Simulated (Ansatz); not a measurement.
Write the native input for Ansatz 0.2.0 that does the following.

| Quantity | Value |
| --- | --- |
| Task | phonons |
| Functional | PBE |
| Potentials or basis | Ansatz PAW |
| Cutoff | 420 eV (not typed: the program's choice for these potentials) |
| k mesh | 8 × 8 × 8 |
| Occupations | fermi-dirac, width 0.05 eV |
| Spin | no spin polarisation |

Sn:

```
Sn
1.0
    -1.72654    1.77555    2.33834
     1.72654   -1.77555    2.33834
     1.72654    1.77555   -2.33834
Sn
1
Direct
  0.00000 0.00000 0.00000
```

This isn't the form of Sn at room conditions, which is tetragonal (white tin).

The input as run:

input.yaml

```yaml
crystal:
  lattice:
    - [-1.726539, 1.775547, 2.338342]
    - [1.726539, -1.775547, 2.338342]
    - [1.726539, 1.775547, -2.338342]
  atoms:
    - { symbol: Sn, position: [0.0, 0.0, 0.0] }
hamiltonian:
  xc: pbe
  pseudopotentials: { kind: paw }
kpoints:
  mp_grid: { grid: [8, 8, 8] }
scf:
  occupations: { method: fermi_dirac, width: 0.05 }
phonons:
  method: dfpt
```

Potentials or basis: Ansatz PAW.

Launch:

```bash
$ ansatz run input.yaml --threads 2 --pin off --max-ram 5632MiB --backend cpu --events-out ev --progress --plain --runs-dir out
```

Results of the run:

```json
{
  "Band gap on the k mesh": "none (metal or under the smearing width)"
}
```

Run time: 5.1 s on 2 threads of Arm Neoverse V1 (shared host), peak memory 0.38 GiB.
